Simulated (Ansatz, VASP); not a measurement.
# In: VASP beside Ansatz

```xyz
1
Lattice="2.3845 1.3767 1.3481 -2.3845 1.3767 1.3481 0.0000 -2.7534 1.3481" Properties=species:S:1:pos:R:3 pbc="T T T"
In    0.0000    0.0000    2.0221
```

Alike in both runs: task relaxation of cell and atoms; functional PBEsol; k mesh 21 × 21 × 21; occupations gaussian, width 0.1 eV; no spin polarisation.

|  | VASP | Ansatz |
| --- | --- | --- |
| version | VASP 6.6.1 | Ansatz 0.2.0 |
| potentials or method | VASP PAW PBE potentials, release 64 (In_d) | scalar-relativistic, plane waves, PAW |
| plane-wave cutoff (eV) | 600 | 420 |
| valence electrons in the cell | 13 | 13 |

Ansatz gave:

```
gap on the k mesh at the Fermi level, each at its own relaxed structure (eV) : none
relaxed volume (Å³/atom)                                                     : 25.78
relaxed cell length with the largest relative difference (Å)                 : 3.223
energy change over the relaxation (meV/atom)                                 : -42
```

Estimate VASP's values.

gap on the k mesh at the Fermi level, each at its own relaxed structure (eV): none; relaxed volume (Å³/atom): 25.79; relaxed cell length with the largest relative difference (Å): 3.221; energy change over the relaxation (meV/atom): -41.

A gap of «none» marks a metal or a gap that the smearing closes.

Caveats: the PAW data sets were made with another functional, which shifts forces and pressure a little (VASP).
